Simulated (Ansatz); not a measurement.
# Ge: the cost of one run

Computed with Ansatz 0.2.0 (DFT PBEsol, scalar-relativistic, plane waves, PAW, unless a step's input says otherwise).

6 further runs of the same task are left out: 3 that didn't finish, 3 set aside as unsound or not needed.

## Step 1: Starting point

Symmetry: Fd-3m, No. 227, cubic system. Conventional cell: a = 5.676 Å, b = 5.676 Å, c = 5.676 Å, α = 90.00°, β = 90.00°, γ = 90.00°. Ge (site symmetry -43m) has 4 Ge at 2.46 Å as nearest neighbours.

Structure file:

```cif
data_structure
_symmetry_space_group_name_H-M 'P 1'
_symmetry_Int_Tables_number 1
_cell_length_a 4.0134
_cell_length_b 4.0134
_cell_length_c 4.0134
_cell_angle_alpha 60.000
_cell_angle_beta 60.000
_cell_angle_gamma 60.000
_cell_volume 45.71
loop_
_atom_site_label
_atom_site_type_symbol
_atom_site_fract_x
_atom_site_fract_y
_atom_site_fract_z
_atom_site_occupancy
Ge1 Ge 0.50000 0.50000 0.50000 1
Ge2 Ge 0.75000 0.75000 0.75000 1
```

This cell was relaxed beforehand with the same method: volume 22.86 Å³/atom, gap on the mesh none (metal).

## Step 2: The reference cell

Reference values: F = -8506.9945 eV; pressure 0.01 GPa; largest force 0.000 eV/Å; gap on the mesh none (metal). It was computed beforehand with the settings of the runs below.

## Step 3: Next: energy and stress against strain

The cell is strained by ε times the Voigt pattern (0, 1, 0, 0, 0, 0) (xx, yy, zz, yz, xz, xy; engineering shear), with fractional coordinates fixed (clamped ions). The stress on the pattern is the sum of the stress components weighted by it, tension positive.

## Step 4: ε = -0.0200

input.yaml

```yaml
crystal:
  lattice:
    - [0.0, 2.7811231118, 2.8378807263]
    - [2.8378807263, 0.0, 2.8378807263]
    - [2.8378807263, 2.7811231118, 0.0]
  atoms:
    - { symbol: Ge, position: [0.5, 0.5, 0.5] }
    - { symbol: Ge, position: [0.75, 0.75, 0.75] }
basis:
  ecutwfc: 420
kpoints:
  mp_grid: { grid: [18, 18, 18] }
hamiltonian:
  xc: pbesol
scf:
  occupations: { method: gaussian, width: 0.15 }
output:
  forces: true
  stress: true
  eigenvalues: true
```

The run is started by

```
> ansatz run input.yaml --threads 1 --pin off --max-ram 2560MiB --backend cpu --events-out ev --progress --plain --runs-dir out
```

Q: Estimate wall time and peak memory on 1 thread of Arm Neoverse V2, shared host.

About 22 s, with a peak of 0.55 GiB.
